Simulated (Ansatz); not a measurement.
**CoSi2: equation of state with PBE**

CoSi2:

```xyz
3
Lattice="0.0000 2.6780 2.6780 2.6780 0.0000 2.6780 2.6780 2.6780 0.0000" Properties=species:S:1:pos:R:3 pbc="T T T"
Co    0.0000    0.0000    0.0000
Si    4.0170    4.0170    4.0170
Si    1.3390    1.3390    1.3390
```

```yaml
Program: Ansatz 0.2.0
Task: equation of state
Functional: PBE
Potentials_or_basis: Ansatz PAW
Cutoff: 420 eV
Density_cutoff: 1680 eV
k_mesh: 9 × 9 × 9
Occupations: fermi-dirac, width 0.05 eV
Spin: collinear spin, ferromagnetic start
Starting_moments: "[2.0, 0.0, 0.0] μB"
```

```yaml
Equilibrium_volume: 12.84 Å³/atom
Bulk_modulus: 178 GPa
Pressure_derivative_of_the_bulk_modulus: 4.6
```

Energy against volume, from the lowest point:
| volume (Å³/atom) | energy (meV/atom) |
| --- | --- |
| 12.036 | 31.36 |
| 12.292 | 13.94 |
| 12.548 | 3.75 |
| 12.804 | 0.00 |
| 13.060 | 2.04 |
| 13.316 | 9.25 |
| 13.572 | 21.08 |

All runs of the series together: 18 s on 2 threads of AMD EPYC 7R43 64-Core Processor (Zen 3) (shared host).
